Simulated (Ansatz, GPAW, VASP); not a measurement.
**CaO: 4 runs at one level of theory**

```
Ca O
1.0
     0.00000    2.40356    2.40356
     2.40356    0.00000    2.40356
     2.40356    2.40356    0.00000
Ca O
1 1
Cartesian
  0.0000 0.0000 0.0000
  2.4036 2.4036 2.4036
```

The cell is a database's computed one, not the measured one.

Alike in all runs: task single point; functional PBEsol; k mesh 10 × 10 × 10; occupations gaussian, width 0.05 eV; no spin polarisation; no spin-orbit coupling. Pressure is positive in compression and, in plane waves, holds the error of the finite cutoff.

```csv
program and potentials,plane-wave cutoff (eV),notes,band gap (eV),pressure (GPa)
"VASP, PBE PAW files Ca_pv, O, 500 eV",500,potentials made for PBE; 7 valence electrons an atom on average,3.54,-2.86
"VASP, PBE PAW files Ca_sv, O, 520 eV",520,potentials made for PBE; 8 valence electrons an atom on average,3.54,-2.15
"GPAW, PAW data sets generated for this functional",800,8 valence electrons an atom on average,3.59,-2.07
"Ansatz, all-electron LAPW, scalar-relativistic",-,-,3.55,-2.73
```

The band gap spans 3.54 (VASP, PBE PAW files Ca_sv, O, 520 eV) to 3.59 eV (GPAW, PAW data sets generated for this functional), with all-electron results at 3.55. The pressure spans -2.86 (VASP, PBE PAW files Ca_pv, O, 500 eV) to -2.07 GPa (GPAW, PAW data sets generated for this functional), with all-electron results at -2.73. The gap is indirect and read on the mesh alone.

Differences between rows come from potentials, basis sets and numerical settings, since the functional is the same but for its coding. Runs on potential files found faulty are left out.
